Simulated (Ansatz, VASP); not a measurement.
## TaN in VASP and in Ansatz

Contents of INCAR:

```
ALGO = Normal ; EDIFF = 1E-7
ENCUT = 520 ; GGA = PE
ISIF = 2 ; ISMEAR = -1
LASPH = True ; LCHARG = False
LREAL = False ; LWAVE = False
NBANDS = 15 ; NELM = 100
PREC = Accurate ; SIGMA = 0.05
```

Contents of KPOINTS:

```
k-points
0
Gamma
  10 10 9
```

File POSCAR:

```
TaN
1.0
    2.9956236040      0.0000000000      0.0000000000
   -1.4978117969      2.5942861437      0.0000000000
    0.0000000000      0.0000000000      2.9395460204
Ta N
1 1
Direct
    0.3333333333      0.6666666667      0.5000000000
    0.0000000000      0.0000000000      0.0000000000
```

Contents of input.yaml:

```yaml
crystal:
  lattice:
    - [2.995623604, 0.0, 0.0]
    - [-1.4978117969, 2.5942861437, 0.0]
    - [0.0, 0.0, 2.9395460204]
  atoms:
    - { symbol: Ta, position: [0.3333333333, 0.6666666667, 0.5] }
    - { symbol: "N", position: [0.0, 0.0, 0.0] }
hamiltonian:
  xc: pbe
  pseudopotentials: { kind: paw }
kpoints:
  mp_grid: { grid: [10, 10, 9] }
scf:
  occupations: { method: fermi_dirac, width: 0.05 }
output:
  forces: true
  stress: true
  eigenvalues: true
```

Alike in both runs: task single point; functional PBE; k mesh 10 × 10 × 9; occupations fermi-dirac, width 0.05 eV; no spin polarisation.

|  | VASP | Ansatz |
| --- | --- | --- |
| version | VASP 6.6.1 | Ansatz 0.2.0 |
| potentials or method | VASP PAW PBE potentials, release 64 (Ta_pv, N) | Ansatz PAW |
| plane-wave cutoff (eV) | 520 | 420 |
| valence electrons in the cell | 16 | 18 |

VASP gave:

```
gap on the k mesh at the Fermi level (eV)       : none
pressure (GPa)                                  : -13.2
largest component of the traceless stress (GPa) : 0.62
```

Task: Estimate Ansatz's values.

Result: gap on the k mesh at the Fermi level (eV): none; pressure (GPa): -13.7; largest component of the traceless stress (GPa): 0.71.

A gap of «none» marks a metal or a gap that the smearing closes. With one functional, cell and mesh, what is left measures potentials, basis and numerics. The two sets of potentials don't hold the same shells in valence.

Caveats: the pressure holds a Pulay correction of +0.4 GPa for the finite cutoff (Ansatz). Spin-orbit coupling is left out, which matters for the levels of Ta.
